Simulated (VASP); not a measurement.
Here is the system:

ZnTe is taken in the cubic space group F-43m (No. 216), the zinc blende structure, Pearson symbol cF8. Cell: a = b = c = 6.1679 Å, α = β = γ = 90.00°. Zn on 4a is coordinated by 4 Te at 2.671 Å (tetrahedral). Te on 4d is surrounded by 4 Zn at 2.671 Å (tetrahedral). (Neighbours: up to the widest gap in distance over summed covalent radii, below 1.35, at either atom; cation-cation and far metal-metal contacts left out.)
(The calculation used a cell of 2 atoms; values per cell refer to that cell.)

Calculation: optB88-vdW, VASP's PBE PAW potentials (set 64) (plane waves; VASP). Settings: 520 eV cut-off, 8×8×8 Γ-centred mesh, Gaussian smearing of 0.050 eV, potentials Zn Te.

Q: Give the energy at these volumes per atom, relative to the lowest: 27.57, 28.45, 29.33, 30.21, 31.09 Å³.

A: 16.7, 4.0, 0.0, 3.4, 13.1 meV/atom. A third-order Birch-Murnaghan fit gives B0 = 44.8 GPa and B0′ = 4.7.

Measured: bulk modulus 51.0 GPa (computed value off by -12.1 %), as given by Determination of phase transition pressures of ZnTe under quasihydrostatic conditions, doi 10.1007/BF00998350 (1994); a 6.104 Å (computed value off by +1.1 %), as given by Martin Albrecht et al., Physical review. B, Condensed matter (1997), arXiv:cond-mat/9706128. The calculation is for a static lattice, while the measured bulk modulus, a hold thermal and zero-point effects, which are part of the difference.

The compound is ZnTe in the zinc blende structure. It was relaxed first.
